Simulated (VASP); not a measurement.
Here is a VASP 6.6.1 calculation.

The input INCAR:

```
SYSTEM = Al2O3
ALGO = Normal ; EDIFF = 1E-7
EDIFFG = -0.01 ; ENCUT = 600
GGA = PE ; IBRION = 2
ISIF = 3 ; ISMEAR = -1
LASPH = .TRUE. ; LCHARG = .FALSE.
LREAL = .FALSE. ; LWAVE = .FALSE.
NELM = 80 ; NSW = 60
PREC = Accurate ; PSTRESS = 20
SIGMA = 0.05
```

The input KPOINTS:

```
k-points
0
G
  8 8 3
  0 0 0
```

Contents of POSCAR:

```
Al2O3
1.0
    2.8843249483      0.0000000000      0.0000000000
   -1.4421624742      2.4978986780      0.0000000000
    0.0000000000      0.0000000000      9.3367544600
Al O
2 3
Direct
    0.0000000000      0.0000000000      0.8500076700
    0.0000000000      0.0000000000      0.1499923300
    0.3333333333      0.6666666667      0.7776830800
    0.6666666667      0.3333333333      0.0000000000
    0.3333333333      0.6666666667      0.2223169200
```

Potentials or basis: VASP PAW PBE potentials, release 64 (Al, O).

Command:

```bash
$ cat potpaw_PBE.64/Al/POTCAR potpaw_PBE.64/O/POTCAR > POTCAR
$ mpirun -np 1 vasp_std > vasp.out
```

Task: What does it give for the space group after relaxing (to 0.05 Å)?

Result: P-6m2 (No. 187).

Task: What does it give for the relaxed volume?

Result: 10.57 Å³/atom.

Stress tensor (GPa, compression positive):
```
1.99 0.00 0.00
0.00 1.99 0.00
0.00 0.00 1.85
```

Caveat: the cell is relaxed towards a set pressure, so the enthalpy falls and the energy may rise; the volume moved by over 15 % at a fixed basis, so the end points are rough.
